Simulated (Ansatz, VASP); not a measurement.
Two plane-wave programs on Os

```xyz
1
Lattice="0.0000 1.9788 1.9788 1.9788 0.0000 1.9788 1.9788 1.9788 0.0000" Properties=species:S:1:pos:R:3 pbc="T T T"
Os    0.0000    0.0000    0.0000
```

Alike in both runs: task single point; functional PBE; k mesh 16 × 16 × 16; occupations fermi-dirac, width 0.1 eV; no spin polarisation.

|  | VASP | Ansatz |
| --- | --- | --- |
| version | VASP 6.6.1 | Ansatz 0.2.0 |
| potentials or method | VASP PAW PBE potentials, release 64 (Os) | plane waves (420 eV) with PAW, scalar-relativistic |
| plane-wave cutoff (eV) | 520 | 420 |
| valence electrons in the cell | 8 | 16 |

```csv
,VASP,Ansatz,Ansatz less VASP
pressure (GPa),-25.5,-25.0,+0.45
```

The two sets of potentials don't hold the same shells in valence.

Caveats: so large a pressure means that the cell lies far from this level's equilibrium, or that cutoff or potentials fall short (VASP). Spin-orbit coupling is left out, which matters for the levels of Os.
